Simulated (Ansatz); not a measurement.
# Pb (Fm-3m) in Ansatz: notebook

The runs below take Pb through band structure, single point, equation of state, with PBE+D3(BJ)+ATM, Slater exchange only.

Program: Ansatz 0.2.0. These are calculated values, not measurements. Logs are shortened: lines on timing, memory, paths and dates and some standing lists are left out, and cuts for length are marked.

**1. The crystal as given**

It takes space group Fm-3m (No. 225, cubic). The conventional cell has a = 4.950 Å, b = 4.950 Å, c = 4.950 Å, α = 90.00°, β = 90.00°, γ = 90.00°. Around Pb (site symmetry m-3m) lie 12 Pb at 3.50 Å.

**2. Band structure, PBE+D3(BJ)+ATM, spin-orbit coupling, no magnetisation (cell strained at random at fixed volume)**

Contents of input.yaml:

```yaml
crystal:
  lattice:
    - [0.008713, 2.475655, 2.421903]
    - [2.550468, -0.033003, 2.463618]
    - [2.489291, 2.456194, 0.028174]
  atoms:
    - { symbol: Pb, position: [0.000856, 0.004716, 0.002418] }
kpoints:
  mp_grid: { grid: [7, 7, 7] }
  band_path:
    path: [[0.0, -0.5, 0.0], [0.0, 0.0, 0.0], [0.5, 0.5, 0.5]]
    npoints: 8
scf:
  occupations: { method: fermi_dirac, width: 0.1 }
hamiltonian:
  xc: pbe
  dispersion: d3bjatm
  pseudopotentials: { kind: all_electron, lapw: { basis_error: 0.002 } }
magnetization:
  noncollinear: true
  spin_orbit: true
output:
  forces: true
  stress: true
  eigenvalues: true
```

Potentials or basis: all-electron LAPW, relativistic spinors.

Command:

```console
$ ansatz run input.yaml --threads 1 --pin off --max-ram 3072MiB --backend cpu --events-out ev --progress --plain --runs-dir out
```

The program printed:

```text
Warning: RAYON_NUM_THREADS=1 ignored (pool sized by the plan → 1); use --threads N
LAPW: plane waves up to 6.227 Å⁻¹, error target 2.0e-3 eV per atom; Dirac's equation on spinors; Pb in spheres of 1.724 Å, 36 of its electrons in bands (how accurate: hamiltonian.pseudopotentials.lapw.basis_error, Limitations)
Engine: ansatz 0.2.0, x86_64-unknown-linux-gnu
Pseudopotentials: kind: all_electron
Pseudopotential: Pb, LAPW, valence charge 36, lapw/all_electron/dirac/gaussian/Pb, Dirac's equation, gaussian nucleus
Functional definition: PBE
  parameter kappa = 0.804
  parameter beta = 0.06672455060314922
  exchange = pbe_x(kappa = kappa, mu = beta*pi^2/3)
  correlation = pbe_c(beta = beta)
non-collinear run that drives no moment, with spin-orbit: no starting moment large enough to seed its density (crystal.atoms[].spin), no starting occupations that ask for one, no magnetisation constraint and no magnetic field, so the semilocal B_xc is pinned to zero
Crystal: 1 atoms, lattice volume = 30.323 Å³
Basis set: ecut = 147.74017798241155 eV, 125 PW (Γ), exchange–correlation at level 2
Bands: 44, of which v1, the nominal top of the filled ones, is band 36 counted from 1 (35 counted from 0)
Symmetry: 2 space group operations + 2 with time reversal
Magnetic group: BNS 2.5 (UNI 5), of the structure as read, at distance tolerance 3.1e-5 Å
k-points: 172 of 343
Non-local potential: Pb, projectors of the file, none
Initial density: superposition of atomic densities (chi_scale 0.1, normalization cell)
Initial wavefunctions: plane waves of lowest kinetic energy (no species holds an atomic orbital)
Functional: x = pbe(κ = 0.804, μ = 0.2195149727645171), c = pbe(β = 0.06672455060314922)
iter 1 solved again at ethr=4.62e-6 eV; its pass at ethr=1.00e-1 eV (dr2=1.66e-3 eV) is discarded
SCF iter   1: F=—  HF=-569338.491059 eV  |F-HF|=—  |Δ(HF+E_count)|=         —  Δρ=2.53e-3  dr2=1.68e-3  dr2_m=0.00e0 (ungated)  ethr=4.62e-6  |M|=0.00e0 ∫|m|=0.00e0 μB  β_m=0.30  ⟨swp⟩=4.0  Hψ=50986  notcnv=0
preconditioner: auto → Kerker (q_TF=auto, 2.807 Å⁻¹)  [metal: Δε(μ)=0.032 eV  Ē_g=19.695 eV  σ=0.100 eV  W_gap=0.08  n_scr=14 (ndim 8)  ℏωp=25.2 eV  f_vac=0.032  D(μ)=0.36/eV (n_scr^D=0)]
spin=Noncollinear: Kerker preconditioning applied to the charge; magnetization (m_x, m_y, m_z) channels mix plain (no charge-response kernel on spin).
SCF iter   2: F=—  HF=-569338.484834 eV  |F-HF|=—  |Δ(HF+E_count)|=   6.23e-3  Δρ=1.96e-3  dr2=1.14e-3  dr2_m=0.00e0 (ungated)  ethr=4.62e-6  |M|=0.00e0 ∫|m|=0.00e0 μB  β_m=0.42  ⟨swp⟩=2.0  Hψ=22284  notcnv=0
SCF iter   3: F=—  HF=-569338.483434 eV  |F-HF|=—  |Δ(HF+E_count)|=   1.40e-3  Δρ=1.23e-3  dr2=5.41e-4  dr2_m=0.00e0 (ungated)  ethr=3.18e-6  |M|=0.00e0 ∫|m|=0.00e0 μB  β_m=0.58  ⟨swp⟩=2.0  Hψ=22286  notcnv=0
SCF iter   4: F=—  HF=-569338.483499 eV  |F-HF|=—  |Δ(HF+E_count)|=   6.51e-5  Δρ=6.60e-4  dr2=1.78e-4  dr2_m=0.00e0 (ungated)  ethr=1.50e-6  |M|=0.00e0 ∫|m|=0.00e0 μB  β_m=0.77  ⟨swp⟩=2.0  Hψ=22286  notcnv=0
SCF iter   5: F=—  HF=-569338.483555 eV  |F-HF|=—  |Δ(HF+E_count)|=   5.61e-5  Δρ=2.18e-4  dr2=2.05e-5  dr2_m=0.00e0 (ungated)  ethr=4.94e-7  |M|=0.00e0 ∫|m|=0.00e0 μB  β_m=0.88  ⟨swp⟩=2.0  Hψ=22286  notcnv=0
iter 6 solved again at ethr=1.15e-9 eV; its pass at ethr=5.70e-8 eV (dr2=4.13e-7 eV) is discarded
SCF iter   6: F=—  HF=-569338.483561 eV  |F-HF|=—  |Δ(HF+E_count)|=   5.95e-6  Δρ=4.26e-5  dr2=4.14e-7  dr2_m=0.00e0 (ungated)  ethr=1.15e-9  |M|=0.00e0 ∫|m|=0.00e0 μB  β_m=0.94  ⟨swp⟩=2.0  Hψ=37715  notcnv=0
SCF iter   7: F=-569338.483561 eV  HF=-569338.483561 eV  |F-HF|=3.69e-8  |Δ(HF+E_count)|=   5.79e-7  Δρ=1.08e-5  dr2=4.37e-8  dr2_m=0.00e0 (ungated)  ethr=1.15e-9  |M|=0.00e0 ∫|m|=0.00e0 μB  ⟨swp⟩=3.0  Hψ=23072  notcnv=0
SCF 1 converged in 7 iterations: F = -569338.483561 eV  dr2 = 4.37e-8
NSCF: frozen V_eff on 17 k-points
SCF converged after 7 iterations
Magnetization: |M| = 0.0000 μB,  M = (+0.0000, +0.0000, +0.0000) μB
Absolute magnetization: 0.0000 μB (∫|m|)
  site 0: m = (+0.0000, +0.0000, +0.0000) μB, |m| = 0.0000 μB  (R = 1.72 Å)
Free energy (F): -569338.483561 eV
Harris-Foulkes:  -569338.483561 eV  (|F-HF|=3.69e-8)
Internal energy: -569338.470782 eV  (E = F + TS)
E sigma→0 (E₀):  -569338.477172 eV
Entropy (-TS):   -0.012779 eV (-12.779 meV/atom)
Fermi energy:    15.586783 eV
--- Per-component energies (eV) ---
  E_band       = -2193.350002
  E_kinetic    = 662027.727179
  E_xc         = -10619.845305
  E_electrostatic = -1220745.963485  (all electrons and nuclei)
  E_disp       = -0.389171  (pairwise vdW)
  E_smearing   = -0.012779  (= −TS)
  E_closure    = 0.000000  (closes the sum)
  E_atoms      = -569334.338911  (free atoms, spherical and without spin; not in F)
  Σ components = -569338.483561   (vs F -569338.483561, Δ=0.00e0)
  Basis errors (estimates in eV, not in F): energy 4.3e-4 per atom: plane waves 4.2e-4 (2.2e-4 summed), levels above the bands 5.8e-49, relativity 9.1e-7, radial functions 6.2e-6, core shells 1.9e-9; eigenvalues (radial functions only) 6.0e-4; not estimated: angular momenta, meshes, grids; target (lapw.basis_error) 2.0e-3; muffin-tin radii Pb 1.724 Å
--- Forces (eV/Å), atoms counted from 1 ---
  atom   1  Pb     0.00000000     0.00000000     0.00000000
  max |Σ_I F_I| component: 0.00e0 eV/Å
--- Stress (GPa, compression-positive) ---
        0.606876       0.410900      -0.711641
        0.410900       0.876987       0.209023
       -0.711641       0.209023       0.838688
  P = ⅓ Tr σ = 0.7742 GPa (7.742 kbar)
--- Band table (eV; the first three rows and the last of 172) ---
  k-point 0: bands = ["-123.5741", "-123.5741", "-115.2187", "-115.2187", "-115.2180", "-115.2180", "-115.2170", "-115.2170", "-110.1880", "-110.1880", "-110.1875", "-110.1875", "-110.1870", "-110.1870", "-110.1861", "-110.1861", "-82.1237", "-82.1237", "-59.7947", "-59.7947", "-59.7925", "-59.7925", "-2.7697", "-2.7697", "-2.7649", "-2.7649", "-0.2759", "-0.2759", "-0.1905", "-0.1905", "-0.1595", "-0.1595", "3.9606", "3.9606", "20.6331", "20.6331", "23.7266", "23.7266", "24.2251", "24.2251", "25.5360", "25.5360", "26.8616", "26.8616"]
  k-point 1: bands = ["-123.5741", "-123.5741", "-115.2187", "-115.2187", "-115.2180", "-115.2180", "-115.2170", "-115.2170", "-110.1880", "-110.1880", "-110.1875", "-110.1875", "-110.1870", "-110.1870", "-110.1861", "-110.1861", "-82.1238", "-82.1238", "-59.7950", "-59.7950", "-59.7932", "-59.7932", "-2.7625", "-2.7625", "-2.7515", "-2.7515", "-0.2538", "-0.2538", "-0.1845", "-0.1845", "-0.1530", "-0.1530", "4.3666", "4.3666", "19.2147", "19.2147", "21.8470", "21.8470", "23.2895", "23.2895", "24.8484", "24.8484", "27.9850", "27.9850"]
  k-point 2: bands = ["-123.5741", "-123.5741", "-115.2187", "-115.2187", "-115.2180", "-115.2180", "-115.2170", "-115.2170", "-110.1880", "-110.1880", "-110.1875", "-110.1875", "-110.1870", "-110.1870", "-110.1861", "-110.1861", "-82.1240", "-82.1240", "-59.7961", "-59.7961", "-59.7943", "-59.7943", "-2.7557", "-2.7557", "-2.7176", "-2.7176", "-0.2354", "-0.2354", "-0.1894", "-0.1894", "-0.0885", "-0.0885", "5.5761", "5.5761", "15.3970", "15.3970", "20.5474", "20.5474", "22.4343", "22.4343", "24.4739", "24.4739", "26.4466", "26.4466"]
  k-point 171: bands = ["-123.5741", "-123.5741", "-115.2187", "-115.2187", "-115.2180", "-115.2180", "-115.2170", "-115.2170", "-110.1880", "-110.1880", "-110.1875", "-110.1875", "-110.1870", "-110.1870", "-110.1861", "-110.1861", "-82.1242", "-82.1242", "-59.7974", "-59.7974", "-59.7950", "-59.7950", "-2.7453", "-2.7453", "-2.6910", "-2.6910", "-0.2498", "-0.2498", "-0.1442", "-0.1442", "-0.0454", "-0.0454", "7.8806", "7.8806", "11.7896", "11.7896", "18.0004", "18.0004", "20.7848", "20.7848", "23.8313", "23.8313", "27.1417", "27.1417"]
```

Run time: 73 s. Hardware: 1 thread of Intel Xeon 6975P-C (Granite Rapids), shared host; peak memory 0.59 GiB.

Results:

```
Free energy             : -569338.4836 eV
Pressure                : 0.8 GPa
Band gap along the path : none (metal or under the smearing width)
```

Levels at the corners of the path, in eV from the Fermi level:
```tsv
point	band 30	band 31	band 32	band 33	band 34	band 35	band 36	band 37	band 38	band 39
X	-15.75	-15.62	-15.62	-8.20	-8.20	-4.31	-4.31	4.80	4.80	6.80
Γ	-15.78	-15.75	-15.75	-11.63	-11.63	5.05	5.05	8.14	8.14	8.64
Y	-15.74	-15.61	-15.61	-7.98	-7.98	-4.26	-4.26	4.50	4.50	6.47
```

Caveat: the k mesh is thin for a metal, which can move the energy by tens of meV per atom; pairwise dispersion overbinds metals, which lowers pressure and volume.

**3. Single point, Slater exchange only, collinear spin, ferromagnetic start, 28.50 Å³/atom (volume scaled by 0.94)**

Contents of input.yaml:

```yaml
crystal:
  lattice:
    - [0.0, 2.4244952108, 2.4244952108]
    - [2.4244952108, 0.0, 2.4244952108]
    - [2.4244952108, 2.4244952108, 0.0]
  atoms:
    - { symbol: Pb, position: [0.0, 0.0, 0.0], spin: 0.5 }
kpoints:
  mp_grid: { grid: [9, 9, 9] }
scf:
  occupations: { method: fermi_dirac, width: 0.1 }
  lower_state_search: "off"
hamiltonian:
  xc: { exchange: slater, correlation: none }
  pseudopotentials: { kind: all_electron, lapw: { basis_error: 0.001 } }
magnetization:
  spin_polarized: true
output:
  forces: true
  stress: true
  eigenvalues: true
```

Potentials or basis: all-electron LAPW, scalar-relativistic.

Command:

```console
$ ansatz run input.yaml --threads 1 --pin off --max-ram 3072MiB --backend cpu --events-out ev --progress --plain --runs-dir out
```

Wall time 7.6 s (1 thread of Intel Xeon 6975P-C (Granite Rapids), shared host); peak memory 0.35 GiB.

It converged, with:

| Property | Result |
| --- | --- |
| Free energy | -567528.1753 eV |
| Pressure | 5.0 GPa |
| Band gap on the k mesh | none (metal or under the smearing width) |
| Net moment | 0.00 μB per cell |
| Absolute moment | 0.00 μB per cell |

Caveat: the starting moments weren't kept.

**4. Single point, Slater exchange only, collinear spin, ferromagnetic start, 29.11 Å³/atom (volume scaled by 0.96)**

Edit input.yaml of step 3 so:

```diff
@@ -2,5 +2,5 @@
   lattice:
-    - [0.0, 2.4244952108, 2.4244952108]
-    - [2.4244952108, 0.0, 2.4244952108]
-    - [2.4244952108, 2.4244952108, 0.0]
+    - [0.0, 2.4415696833, 2.4415696833]
+    - [2.4415696833, 0.0, 2.4415696833]
+    - [2.4415696833, 2.4415696833, 0.0]
   atoms:
```

Command:

```console
$ ansatz run input.yaml --threads 1 --pin off --max-ram 3072MiB --backend cpu --events-out ev --progress --plain --runs-dir out
```

It took 7.1 s on 1 thread of Intel Xeon 6975P-C (Granite Rapids), shared host; peak memory 0.35 GiB.

The run converged. Its results:

```
Free energy            : -567528.1917 eV
Pressure               : 3.7 GPa
Band gap on the k mesh : none (metal or under the smearing width)
Net moment             : 0.00 μB per cell
Absolute moment        : 0.00 μB per cell
```

Caveat: the starting moments weren't kept.

**5. Single point, Slater exchange only, collinear spin, ferromagnetic start, 29.72 Å³/atom (volume scaled by 0.98)**

Edit input.yaml of step 4 so:

```diff
@@ -2,5 +2,5 @@
   lattice:
-    - [0.0, 2.4415696833, 2.4415696833]
-    - [2.4415696833, 0.0, 2.4415696833]
-    - [2.4415696833, 2.4415696833, 0.0]
+    - [0.0, 2.458408627, 2.458408627]
+    - [2.458408627, 0.0, 2.458408627]
+    - [2.458408627, 2.458408627, 0.0]
   atoms:
```

Command:

```console
$ ansatz run input.yaml --threads 1 --pin off --max-ram 3072MiB --backend cpu --events-out ev --progress --plain --runs-dir out
```

Run time: 7 s. Hardware: 1 thread of Intel Xeon 6975P-C (Granite Rapids), shared host; peak memory 0.34 GiB.

It converged, with:

```yaml
Free_energy: -567528.2033 eV
Pressure: 2.5 GPa
Band_gap_on_the_k_mesh: none (metal or under the smearing width)
Net_moment: 0.00 μB per cell
Absolute_moment: 0.00 μB per cell
```

Caveat: the starting moments weren't kept.

**6. Single point, Slater exchange only, collinear spin, ferromagnetic start, 30.32 Å³/atom**

Edit input.yaml of step 5 so:

```diff
@@ -2,5 +2,5 @@
   lattice:
-    - [0.0, 2.458408627, 2.458408627]
-    - [2.458408627, 0.0, 2.458408627]
-    - [2.458408627, 2.458408627, 0.0]
+    - [0.0, 2.47502, 2.47502]
+    - [2.47502, 0.0, 2.47502]
+    - [2.47502, 2.47502, 0.0]
   atoms:
```

Potentials or basis: all-electron LAPW, scalar-relativistic.

Command:

```console
$ ansatz run input.yaml --threads 1 --pin off --max-ram 3072MiB --backend cpu --events-out ev --progress --plain --runs-dir out
```

Run time: 7.3 s. Hardware: 1 thread of Intel Xeon 6975P-C (Granite Rapids), shared host; peak memory 0.35 GiB.

Results (log left out):

```yaml
Free_energy: -567528.2108 eV
Pressure: 1.5 GPa
Band_gap_on_the_k_mesh: none (metal or under the smearing width)
Net_moment: 0.00 μB per cell
Absolute_moment: 0.00 μB per cell
```

Caveat: the starting moments weren't kept.

**7. Single point, Slater exchange only, collinear spin, ferromagnetic start, 30.93 Å³/atom (volume scaled by 1.02)**

Edit input.yaml of step 6 so:

```diff
@@ -2,5 +2,5 @@
   lattice:
-    - [0.0, 2.47502, 2.47502]
-    - [2.47502, 0.0, 2.47502]
-    - [2.47502, 2.47502, 0.0]
+    - [0.0, 2.4914113386, 2.4914113386]
+    - [2.4914113386, 0.0, 2.4914113386]
+    - [2.4914113386, 2.4914113386, 0.0]
   atoms:
```

Command:

```console
$ ansatz run input.yaml --threads 1 --pin off --max-ram 3072MiB --backend cpu --events-out ev --progress --plain --runs-dir out
```

Run time: 6.9 s. Hardware: 1 thread of Intel Xeon 6975P-C (Granite Rapids), shared host; peak memory 0.36 GiB.

It converged, with:

| Quantity | Value |
| --- | --- |
| Free energy | -567528.2145 eV |
| Pressure | 0.5 GPa |
| Band gap on the k mesh | none (metal or under the smearing width) |
| Net moment | 0.00 μB per cell |
| Absolute moment | 0.00 μB per cell |

Caveat: the starting moments weren't kept.

**8. Single point, Slater exchange only, collinear spin, ferromagnetic start, 31.54 Å³/atom (volume scaled by 1.04)**

Edit input.yaml of step 7 so:

```diff
@@ -2,5 +2,5 @@
   lattice:
-    - [0.0, 2.4914113386, 2.4914113386]
-    - [2.4914113386, 0.0, 2.4914113386]
-    - [2.4914113386, 2.4914113386, 0.0]
+    - [0.0, 2.5075897876, 2.5075897876]
+    - [2.5075897876, 0.0, 2.5075897876]
+    - [2.5075897876, 2.5075897876, 0.0]
   atoms:
```

Command:

```console
$ ansatz run input.yaml --threads 1 --pin off --max-ram 3072MiB --backend cpu --events-out ev --progress --plain --runs-dir out
```

Run time: 7.2 s. Hardware: 1 thread of Intel Xeon 6975P-C (Granite Rapids), shared host; peak memory 0.34 GiB.

Results (log left out):

```
Free energy            : -567528.2148 eV
Pressure               : -0.3 GPa
Band gap on the k mesh : none (metal or under the smearing width)
Net moment             : 0.00 μB per cell
Absolute moment        : 0.00 μB per cell
```

Caveat: the starting moments weren't kept.

**9. Single point, Slater exchange only, collinear spin, ferromagnetic start, 32.14 Å³/atom (volume scaled by 1.06)**

Edit input.yaml of step 8 so:

```diff
@@ -2,5 +2,5 @@
   lattice:
-    - [0.0, 2.5075897876, 2.5075897876]
-    - [2.5075897876, 0.0, 2.5075897876]
-    - [2.5075897876, 2.5075897876, 0.0]
+    - [0.0, 2.5235621278, 2.5235621278]
+    - [2.5235621278, 0.0, 2.5235621278]
+    - [2.5235621278, 2.5235621278, 0.0]
   atoms:
```

Potentials or basis: all-electron LAPW, scalar-relativistic.

Command:

```console
$ ansatz run input.yaml --threads 1 --pin off --max-ram 3072MiB --backend cpu --events-out ev --progress --plain --runs-dir out
```

Wall time 7.9 s (1 thread of Intel Xeon 6975P-C (Granite Rapids), shared host); peak memory 0.34 GiB.

The run converged. Its results:

```
Free energy            : -567528.2122 eV
Pressure               : -1.1 GPa
Band gap on the k mesh : none (metal or under the smearing width)
Net moment             : 0.00 μB per cell
Absolute moment        : 0.00 μB per cell
```

Caveat: the starting moments weren't kept.

**10. Equation of state, Slater exchange only, collinear spin, ferromagnetic start**

Potentials or basis: all-electron LAPW, scalar-relativistic.

This step only gathers the single runs of the series.

Results:

```
Equilibrium volume                      : 31.30 Å³/atom
Bulk modulus                            : 42 GPa
Pressure derivative of the bulk modulus : 4.9
```

Energy against volume, from the lowest point:
```tsv
volume (Å³/atom)	energy (meV/atom)
28.503	39.48
29.110	23.14
29.716	11.51
30.323	4.07
30.929	0.37
31.535	0.00
32.142	2.62
```

Caveat: the starting moments weren't kept. The run has no spin-orbit coupling, so splittings on Pb are missing.

**11. Comparison with measurements**

Step 10. The cell as given is a measured one (30.32 Å³/atom); Slater exchange only puts the equilibrium volume +3.2 % from it, thermal expansion not counted.
